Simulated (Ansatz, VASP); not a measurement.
**One calculation of BeS, two programs**

```
CELL_PARAMETERS angstrom
0.00000 2.42500 2.42500
2.42500 0.00000 2.42500
2.42500 2.42500 0.00000
ATOMIC_POSITIONS crystal
Be 0.00000 0.00000 0.00000
S 0.75000 0.75000 0.75000
```

Alike in both runs: task single point; functional r2SCAN; k mesh 12 × 12 × 12; occupations gaussian, width 0.05 eV; no spin polarisation.

|  | VASP | Ansatz |
| --- | --- | --- |
| version | VASP 6.6.1 | Ansatz 0.2.0 |
| potentials or method | VASP PAW PBE potentials, release 64 (Be, S) | scalar-relativistic, plane waves, PAW |
| plane-wave cutoff (eV) | 520 | 500 |
| valence electrons in the cell | 8 | 8 |

Ansatz gave:

```
gap on the k mesh at the Fermi level (eV) : 3.56
least direct gap on the mesh (eV)         : 6.23
pressure (GPa)                            : 1.1
```

**Question.** Estimate VASP's values.

**Answer.** gap on the k mesh at the Fermi level (eV): 3.57; least direct gap on the mesh (eV): 6.26; pressure (GPa): 1.4.

Caveats: the PAW data sets were made with another functional, which shifts forces and pressure a little (VASP). A k mesh can miss the band edges. r2SCAN opens gaps a little over a GGA but as a rule still falls short of measured ones.
